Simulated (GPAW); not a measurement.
# BN (P6_3mc) in GPAW: single point with LDA

Aim: the single point of BN with LDA.

All numbers are computed with GPAW 26.7.0; they aren't measurements. Logs are shortened: lines on timing, memory, paths and dates and some standing lists are left out, and cuts for length are marked. The log counts tension as positive stress, the text compression.

**1. The structure**

The structure is hexagonal, space group P6_3mc (No. 186). The conventional cell has a = 2.554 Å, b = 2.554 Å, c = 4.227 Å, α = 90.00°, β = 90.00°, γ = 120.00°. N (site symmetry 3m) is surrounded by 4 B at 1.57 to 1.58 Å. Around B (site symmetry 3m) lie 4 N at 1.57 to 1.58 Å.

Measurements of this composition are mostly on another form, of space group No. 194.

**2. Single point, LDA**

File run.py:

```python
from ase import Atoms
from ase.dft.bandgap import bandgap
from ase.io import write
from ase.units import GPa
from gpaw import GPAW, PW

atoms = Atoms(['N', 'N', 'B', 'B'],
              cell=[[2.5539396017, 0.0, 0.0],
                    [-1.2769698009, 2.2117765748, 0.0],
                    [0.0, 0.0, 4.226855]],
              scaled_positions=[[0.3333333333, 0.6666666667, 0.125276],
                                [0.6666666667, 0.3333333333, 0.625276],
                                [0.3333333333, 0.6666666667, 0.499724],
                                [0.6666666667, 0.3333333333, 0.999724]],
              pbc=True)

calc = GPAW(mode=PW(600),
            xc='LDA',
            kpts={'size': (10, 10, 5), 'gamma': True},
            occupations={'name': 'fermi-dirac', 'width': 0.05},
            nbands=18,
            maxiter=120,
            txt='gpaw.txt')
atoms.calc = calc
energy = atoms.get_potential_energy()
forces = atoms.get_forces()
stress = atoms.get_stress()
calc.write('gs.gpw')
write('result.traj', atoms)
print(f'Energy: {energy:.6f} eV')
print('Forces (eV/A):')
print(forces.round(4))
print('Stress (GPa):', (stress / GPa).round(3))
print('Fermi level:', round(calc.get_fermi_level(), 4), 'eV')
print(f'Gap: {bandgap(calc)[0]:.4f} eV, direct: {bandgap(calc, direct=True)[0]:.4f} eV')
```

Potentials or basis: the program's PAW data sets (release 1.2.1) made for this functional, pw.

On the command line:

```console
OMP_NUM_THREADS=1 python run.py
```

gpaw.txt:

```text
__  _  _
 | _ |_)|_||  |
 |__||  | ||/\| - 26.7.0

Input parameters:
  mode=PW(ecut=600.0),
  kpts=MonkhorstPack(size=(10, 10, 5), gamma=True),
  maxiter=120,
  nbands=18,
  occupations=Occupations(name='fermi-dirac', width=0.05),
  xc=XC(name='LDA')

Diagonalizing LCAO Hamiltonian
Converting LCAO to pw mode

          B

        B N

        N

Atoms  # Å, Bohr magnetons
|   | symbol |         x |        y |        z |    initial magnetic moments |
|---|--------|-----------|----------|----------|-----------------------------|
| 0 |      N | -0.000000 | 1.474518 | 0.529523 | ( 0.0000,  0.0000,  0.0000) |
| 1 |      N |  1.276970 | 0.737259 | 2.642951 | ( 0.0000,  0.0000,  0.0000) |
| 2 |      B | -0.000000 | 1.474518 | 2.112261 | ( 0.0000,  0.0000,  0.0000) |
| 3 |      B |  1.276970 | 0.737259 | 4.225688 | ( 0.0000,  0.0000,  0.0000) |

Unit cell  # Å
| periodic |         x |        y |        z |  lengths |     angles |
|----------|-----------|----------|----------|----------|------------|
|      yes |  2.553940 | 0.000000 | 0.000000 | 2.553940 |  90.000000 |
|      yes | -1.276970 | 2.211777 | 0.000000 | 2.553940 |  90.000000 |
|      yes |  0.000000 | 0.000000 | 4.226855 | 4.226855 | 120.000000 |

Number of symmetries: 6
Symmetry operations  # r_c * U_cc + t_c -> r_c
|   | kind |            matrix            |
|---|------|------------------------------|
| 0 |  σ   |  1, 1, 0,  0,-1, 0,  0, 0, 1 |
| 1 |  E   |  1, 0, 0,  0, 1, 0,  0, 0, 1 |
| 2 |  C3  |  0, 1, 0, -1,-1, 0,  0, 0, 1 |
| 3 |  σ   |  0,-1, 0, -1, 0, 0,  0, 0, 1 |
| 4 |  σ   | -1, 0, 0,  1, 1, 0,  0, 0, 1 |
| 5 |  C3  | -1,-1, 0,  1, 0, 0,  0, 0, 1 |

BZ-sampling:
  Number of BZ points: 500
  Number of IBZ points: 58

  Monkhorst-Pack size: [10, 10, 5]
  Monkhorst-Pack shift: [0.05, 0.05, 0.0]

K-points  # in reciprocal-cell coordinates
|     |                                coordinates |     weight |
|-----|--------------------------------------------|------------|
|   0 | (  0.00000000,   0.00000000,   0.00000000) | 0.00200000 |
|   1 | (  0.00000000,   0.00000000,   0.20000000) | 0.00400000 |
|   2 | (  0.00000000,   0.00000000,   0.40000000) | 0.00400000 |
|   3 | (  0.10000000,   0.00000000,  -0.40000000) | 0.01200000 |
|   4 | (  0.10000000,   0.00000000,  -0.20000000) | 0.01200000 |
|   5 | (  0.10000000,   0.00000000,   0.00000000) | 0.01200000 |
|   6 | (  0.10000000,   0.00000000,   0.20000000) | 0.01200000 |
|   7 | (  0.10000000,   0.00000000,   0.40000000) | 0.01200000 |
|   8 | (  0.20000000,  -0.10000000,   0.00000000) | 0.01200000 |
|   9 | (  0.20000000,  -0.10000000,   0.20000000) | 0.02400000 |
| ... |                                            |            |
|  57 | (  0.50000000,   0.50000000,   0.40000000) | 0.01200000 |

Plane wave coefficients: 807
Cutoff: 600.0 eV

Spin-components: 1 (collinear spins)
Bands:           18
Projectors:      20
Spin-degeneracy: 2
Datatype:        complex128

Parallelization:
  kpt:    1
  domain: 1
  band:   1

Density:
  Valence electrons: 16.0
  Components: 1
  Grid points: [15 15 24]
  Charge: 0.0  # |e|

Potential:
  Grid points: [15 15 24]

species:
  N:
    name:    Nitrogen
    Z:       7.0
    valence: 5
    core:    2
    charge:  0.0  # [|e|]
    compensation charges:
      type: gauss
      rc: 0.18  # [Å]
      lmax: 2
    cutoffs:
      filter: 1.11  # [Å]
      core: 0.96  # [Å]
    projectors
    | kind |    occ | energy [eV] | rcut [Å] |
    |------|--------|-------------|----------|
    |   2s |  2.000 |     -18.420 |    0.603 |
    |   2p |  3.000 |      -7.237 |    0.529 |
    |    s |        |       8.791 |    0.603 |
    |    p |        |      19.974 |    0.529 |
    |    d |        |       0.000 |    0.577 |

    Using partial waves for N as LCAO basis

  B:
    name:    Boron
    Z:       5.0
    valence: 3
    core:    2
    charge:  0.0  # [|e|]
    compensation charges:
      type: gauss
      rc: 0.20  # [Å]
      lmax: 2
    cutoffs:
      filter: 1.14  # [Å]
      core: 1.42  # [Å]
    projectors
    | kind |    occ | energy [eV] | rcut [Å] |
    |------|--------|-------------|----------|
    |   2s |  2.000 |      -9.383 |    0.635 |
    |   2p |  1.000 |      -3.714 |    0.635 |
    |    s |        |      17.828 |    0.635 |
    |    p |        |      23.498 |    0.635 |
    |    d |        |       0.000 |    0.635 |

    Using partial waves for B as LCAO basis

Reference energy: -4266.977455  # eV

eigensolver:
  PPCG
  Converge bands: occupied
  niter=2

density mixing:
  MSR1-Mixer
  Pratt-step length: 0.05
  Maximum mixing coefficient: 0.75
  Old densities: 10
  SVD Regularization: 0.005
  Good broyden scale: 1.0
  Trust region scale: 1.0
  Backstep threshold: 4.0
  History deletion threshold: 6.0
  Fourier metric: weight=20.0, sigma=0.015

occupation numbers:
  Fermi-Dirac:
    width: 0.0500  # eV

poisson solver:
  ecut: 4800.0  # eV

xc functional:
  name: None

convergence criteria:
- Maximum [total energy] change in last 3 cyles: 0.0005 eV / valence electron
- Maximum integral of absolute [dens]ity change: 0.0001 electrons / valence electron
- Maximum integral of absolute [eigenst]ate change: 4e-08 eV^2 / valence electron
maximum number of iterations: 120

SCF iterations
|iter     | |      energy | eigst |  dens |
|---------|-|-------------|-------|-------|
|iter:   1| |  -40.349047 | +0.10 |       |
|iter:   2| |  -39.988998 | -1.93 | -0.74 |
|iter:   3| |  -38.536378 | -1.28 | -0.78 |
|iter:   4| |  -38.494986 | -2.82 | -1.39 |
|iter:   5| |  -38.490561 | -3.49 | -1.86 |
|iter:   6| |  -38.490565c| -5.22 | -2.60 |
|iter:   7| |  -38.490566c| -7.19 | -3.66 |
|iter:   8| |  -38.490566c| -7.57c| -4.32c|

Converged in 8 steps
Energy contributions relative to reference atoms: (reference = -4266.977455)

Energy contributions:
  Kinetic:          29.558049
  Coulomb:         -27.820586
  Zero:             -0.004021
  External:          0.000000
  Xc:              -40.224008
  Entropy:           0.000000
  Spinorbit:         0.000000
  ----------------------------
  Free energy:     -38.490566
  Extrapolated:    -38.490566

dipole moment: (0.000003, 0.000001, 4.474951)  # |e|*Ang

Fermi level: 12.803
Eigenvalues  # (at kpt = [0.000, 0.000, 0.000])
| band index |      eig [eV] | occ [0-2] |
|------------|---------------|-----------|
|          0 |       -10.310 |     2.000 |
|          1 |        -6.156 |     2.000 |
|          2 |        -1.016 |     2.000 |
|          3 |         7.741 |     2.000 |
|          4 |         7.741 |     2.000 |
|          5 |         9.581 |     2.000 |
|          6 |         9.853 |     2.000 |
|          7 |         9.853 |     2.000 |
|          8 |        18.044 |     0.000 |
|          9 |        18.044 |     0.000 |
|         10 |        18.263 |     0.000 |
|         11 |        19.312 |     0.000 |
|         12 |        20.485 |     0.000 |
|         13 |        21.538 |     0.000 |
|         14 |        21.538 |     0.000 |
|         15 |        25.693 |     0.000 |
|        ... |               |           |
|         17 |        31.213 |     0.000 |

Gap: 5.156 eV
Transition (v -> c):
  (s=0, k=0, n=7, [0.00, 0.00, 0.00]) -> (s=0, k=39, n=8, [0.40, 0.30, 0.00])
Direct/indirect transitions are different
Direct gap: 8.091 eV
Transition at: (s=0, k=5, n=7, [0.10, 0.00, 0.00])

Forces  # eV/Ang
|        x |       y |        z |
|----------|---------|----------|
|  0.00000 | 0.00000 | -0.02430 |  # N    0
|  0.00000 | 0.00000 | -0.02424 |  # N    1
|  0.00000 | 0.00000 |  0.02350 |  # B    2
| -0.00000 | 0.00000 |  0.02343 |  # B    3

Stress tensor  # eV/Ang^3
|         x |         y |         z |
|-----------|-----------|-----------|
|  0.166953 |  0.000000 | -0.000000 |
|  0.000000 |  0.166953 | -0.000000 |
| -0.000000 | -0.000000 |  0.168425 |

# Writing to gs.gpw (mode='')
```

It took 14 s on 1 thread of Arm Neoverse V1, shared host; peak memory 0.15 GiB.

What came out:

* Free energy: -38.4906 eV
* Pressure: -26.8 GPa
* Largest force: 0.024 eV/Å
* Band gap on the k mesh: 5.16 eV, indirect (least direct gap 8.09 eV)

Forces on the atoms (eV/Å):
```
N    0.000  0.000 -0.024
N    0.000  0.000 -0.024
B    0.000  0.000  0.024
B    0.000  0.000  0.023
```

Stress tensor (GPa, compression positive):
```
-26.75   0.00   0.00
  0.00 -26.75   0.00
  0.00   0.00 -26.98
```

Caveat: the cutoff is short for stress and forces, so pressures can be off by a GPa or more; so large a pressure means that the cell lies far from this level's equilibrium, or that cutoff or potentials fall short; an odd mesh through Γ misses points on the zone boundary, where band edges often lie.
